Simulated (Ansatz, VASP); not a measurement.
# One calculation of Si2Mo (scan), two programs

Contents of POSCAR:

```
Si2Mo
1.0
   -1.6000000000      1.6000000000      3.9305000000
    1.6000000000     -1.6000000000      3.9305000000
    1.6000000000      1.6000000000     -3.9305000000
Si Mo
2 1
Direct
    0.3330000000      0.3330000000      0.0000000000
    0.6670000000      0.6670000000      0.0000000000
    0.0000000000      0.0000000000      0.0000000000
```

INCAR.step1

```
SYSTEM = Si2Mo
ALGO     = Normal         ! electronic algorithm
EDIFF    = 1E-4           ! SCF threshold, eV
ENCUT    = 520            ! plane-wave cutoff, eV
GGA      = PE             ! functional
ISMEAR   = 0              ! smearing method
LASPH    = .TRUE.         ! aspherical terms in the spheres
LCHARG   = .FALSE.        ! write CHGCAR
LREAL    = .FALSE.        ! projectors in reciprocal space
LWAVE    = .TRUE.         ! write WAVECAR
NBANDS   = 18             ! bands
NELM     = 100            ! most SCF steps
PREC     = Accurate       ! precision mode
SIGMA    = 0.1            ! smearing width, eV
```

Contents of INCAR.step2:

```
SYSTEM = Si2Mo
ALGO     = Normal         ! electronic algorithm
EDIFF    = 1E-6           ! SCF threshold, eV
ENCUT    = 520            ! plane-wave cutoff, eV
ISIF     = 2              ! what is computed and relaxed
ISMEAR   = 0              ! smearing method
ISTART   = 1            
LASPH    = .TRUE.         ! aspherical terms in the spheres
LCHARG   = .TRUE.         ! write CHGCAR
LELF     = .TRUE.         ! ELF
LMIXTAU  = .TRUE.       
LREAL    = .FALSE.        ! projectors in reciprocal space
LVHAR    = .TRUE.       
LWAVE    = .FALSE.        ! write WAVECAR
METAGGA  = R2SCAN         ! meta-GGA
NBANDS   = 18             ! bands
NELM     = 100            ! most SCF steps
PREC     = Accurate       ! precision mode
SIGMA    = 0.1            ! smearing width, eV
```

The input KPOINTS:

```
k-points
0
G
  8 8 8
  0 0 0
```

Input for Ansatz:

```yaml
crystal:
  lattice:
    - [-1.6, 1.6, 3.9305]
    - [1.6, -1.6, 3.9305]
    - [1.6, 1.6, -3.9305]
  atoms:
    - { symbol: Si, position: [0.333, 0.333, 0.0] }
    - { symbol: Si, position: [0.667, 0.667, 0.0] }
    - { symbol: Mo, position: [0.0, 0.0, 0.0] }
basis:
  ecutwfc: 500
kpoints:
  mp_grid: { grid: [8, 8, 8] }
hamiltonian:
  xc: r2scan
scf:
  occupations: { method: gaussian, width: 0.1 }
output:
  forces: true
  stress: true
  eigenvalues: true
```

Alike in both runs: task single point; functional r2SCAN; k mesh 8 × 8 × 8; occupations gaussian, width 0.1 eV; no spin polarisation.

```csv
,VASP,Ansatz
version,VASP 6.6.1,Ansatz 0.2.0
potentials or method,"VASP PAW PBE potentials, release 64 (Si, Mo_sv)","scalar-relativistic, plane waves, PAW"
plane-wave cutoff (eV),520,500
valence electrons in the cell,22,22
```

VASP gave:

* gap on the k mesh at the Fermi level (eV): none
* pressure (GPa): -1.0
* largest component of the traceless stress (GPa): 2.00
* rms of the force components (eV/Å): 0.179

What did Ansatz give for the same quantities?

gap on the k mesh at the Fermi level (eV): none; pressure (GPa): -1.4; largest component of the traceless stress (GPa): 1.98; rms of the force components (eV/Å): 0.183.

Atom by atom the forces differ by 0.004 eV/Å (rms over components). A gap of «none» marks a metal or a gap that the smearing closes. With one functional, cell and mesh, what is left measures potentials, basis and numerics.

Caveats: the PAW data sets were made with another functional, which shifts forces and pressure a little (VASP).
